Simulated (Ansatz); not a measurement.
Zone-centre phonons of ZrN at 40 GPa: input and output

All numbers below come from DFT LDA, scalar-relativistic, plane waves, PAW (Ansatz).

Launched with:
```bash
ansatz run input.yaml --threads 1 --pin off --max-ram 3072MiB --backend cpu --events-out ev --progress --plain --runs-dir out
```

Input (bare energies are in eV):
```yaml
crystal:
  lattice:
    - [0.0, 2.1801813145, 2.1801813145]
    - [2.1801813145, 0.0, 2.1801813145]
    - [2.1801813145, 2.1801813145, 0.0]
  atoms:
    - { symbol: Zr, position: [0.0, 0.0, 0.0] }
    - { symbol: "N", position: [0.5, 0.5, 0.5] }
basis:
  ecutwfc: 420
kpoints:
  mp_grid: { grid: [16, 16, 16] }
hamiltonian:
  xc: lda
scf:
  occupations: { method: fermi_dirac, width: 0.15 }
output:
  eigenvalues: true
phonons:
  method: dfpt
  eigenvectors: true
```

Results section of the output:
```
--- Phonons (Γ-DFPT): 2 representative perturbations + reference, on 349 of 4096 k-points (Σ response iterations 6) ---
  k mesh reduced under 8 symmetry operations, with k and −k counted as one. Each operation leaves every solved perturbation unchanged. A smaller set is not used because it would not reduce the number of displacements ...
  ASR residual: 5.071e-4 → 0.000e0 eV/Å²; symmetrization residual: 7.715e-7 eV/Å²
  ASR residual per site (eV/Å²): 5.07e-4 7.38e-5
  Γ frequencies (cm⁻¹): 0.00 0.00 0.00 623.29 623.29 623.29
  non-analytic LO–TO correction: not included (Born effective charges unavailable; polar crystals: no LO–TO splitting at Γ)
```

Time: 61 s on 1 thread of Intel(R) Xeon(R) Processor @ 2.50GHz (Skylake/Cascade Lake), on a shared host, peak memory 0.61 GiB.

In a metal, frequencies and elastic constants depend on the k mesh and the smearing, soft modes and shear constants most. Other phases may be more stable at this pressure.